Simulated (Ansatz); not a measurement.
CdS: what symmetry allows forces and stress to be

```xyz
2
Lattice="4.3886 0.0000 0.0000 -2.1943 3.8170 -0.0369 0.0000 -0.0580 6.0364" Properties=species:S:1:pos:R:3 pbc="T T T"
Cd    0.0000   -0.0712    2.4172
S     2.1943    1.2926    2.8644
```

Method: DFT PBE, scalar-relativistic, plane waves, PAW in Ansatz.

Settings: cutoff 420 eV, Γ-centred mesh 9×9×6 on the computed 2-atom cell, Gaussian smearing of 0.02 eV; no spin polarisation.

This distorted cell has space group Cm, with 2 operations.

Without a calculation: in which directions can each atom feel a force?

A force must be left unchanged by every operation that keeps its atom in place, so it lies in the space that those operations leave fixed. Atoms that the group maps onto each other feel forces of one size.
```json
{"atom": "Cd1", "site symmetry": "m", "operations at the site": "2", "equivalent to atom": "1", "allowed force (Cartesian)": "in the plane normal to (1.00, 0.00, 0.00)"}
{"atom": "S2", "site symmetry": "m", "operations at the site": "2", "equivalent to atom": "2", "allowed force (Cartesian)": "in the plane normal to (1.00, 0.00, 0.00)"}
```

That leaves 4 independent force components of 6, tied by 2 conditions that the forces sum to zero, so 2 remain. A relaxation in this cell that keeps the symmetry moves the atoms in these directions alone.

And the stress tensor?

It must be invariant under the point group, which leaves 4 independent components: xz, xy vanish.

Do the computed values obey this?

Yes. Forces (eV/Å):
```
Cd1  0.000  0.384  0.377
S2   0.000 -0.384 -0.377
```

Stress (GPa, compression positive, xx yy zz yz xz xy): -4.37 -3.50 -0.34 -0.25 0.00 0.00. The program imposes the same operations on density, forces and stress, so this confirms the analysis and is no independent test of the calculation.

 The cell holds layers, and where no dispersion correction was added their binding is poorly described.

This form isn't the usual stable structure of the compound.